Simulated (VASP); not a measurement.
Here is a VASP 6.6.1 calculation.

The input INCAR:

```
SYSTEM = Li2O
  PREC = Accurate
  ENCUT = 520
  EDIFF = 1E-7
  ISMEAR = 0
  SIGMA = 0.02
  LREAL = .FALSE.
  LASPH = .TRUE.
  NELM = 80
  ALGO = Fast
  ISIF = 2
  LWAVE = .FALSE.
  LCHARG = .FALSE.
  GGA = PE
  NBANDS = 13
```

The input KPOINTS:

```
regular mesh
0
G
  8 8 8
  0 0 0
```

POSCAR

```
Li2O
1.0
    0.0000000000      2.3130253888      2.3130253888
    2.3130253888      0.0000000000      2.3130253888
    2.3130253888      2.3130253888      0.0000000000
Li O
2 1
Direct
    0.2500000000      0.2500000000      0.2500000000
    0.7500000000      0.7500000000      0.7500000000
    0.0000000000      0.0000000000      0.0000000000
```

Potentials or basis: VASP PAW PBE potentials, release 64 (Li_sv, O).

Launch:

```sh
$ cat potpaw_PBE.64/Li_sv/POTCAR potpaw_PBE.64/O/POTCAR > POTCAR
$ mpirun -np 1 vasp_std > vasp.out
```

(1) What does it give for the band gap on the k mesh?

Results:

(1) 4.96 eV, indirect (least direct gap 5.25 eV).
